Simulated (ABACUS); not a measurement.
TePb under changes of volume

One of the cells (32.055 Å³/atom); the others are scaled copies at fixed shape and fractional positions:

```
CELL_PARAMETERS angstrom
4.00229 0.00000 0.00000
0.00000 4.00229 0.00000
0.00000 0.00000 4.00229
ATOMIC_POSITIONS crystal
Pb 0.00000 0.00000 0.00000
Te 0.50000 0.50000 0.50000
```

Measurements of this composition are mostly on another form, of space group No. 225.

* Program: ABACUS 3.10.1
* Functional: PBE
* Potentials or basis: PseudoDojo NC SR 0.4.1 PBE standard
* Cutoff: 1129 eV
* Density cutoff: 4517 eV
* Basis: plane waves
* k mesh: 7 × 7 × 7
* Occupations: fermi-dirac, width 0.05 eV
* Spin: no spin polarisation

```csv
volume (Å³/atom),energy over the lowest point (meV/atom),pressure (GPa)
30.132,?,?
30.773,7.57,1.8
31.414,2.00,0.9
32.055,0.00,0.0
32.696,1.26,-0.8
33.337,5.50,-1.5
33.978,12.40,-2.1
```

**Question.** What does the run at 30.132 Å³/atom give?

**Answer.** Energy over the lowest point 17.05 meV/atom; pressure 2.8 GPa.

Worked out: A Birch-Murnaghan fit of order 3 (a polynomial in V^(-2/3)) to the other rows has its minimum at 32.12 Å³/atom with B0 = V·E''(V) = 40 GPa and B' = 3.8. It gives 17.10 meV/atom at 30.132 Å³/atom, against the run's 17.05, and -dE/dV = 2.9 GPa, against 2.8.

Energies are extrapolated to zero smearing.
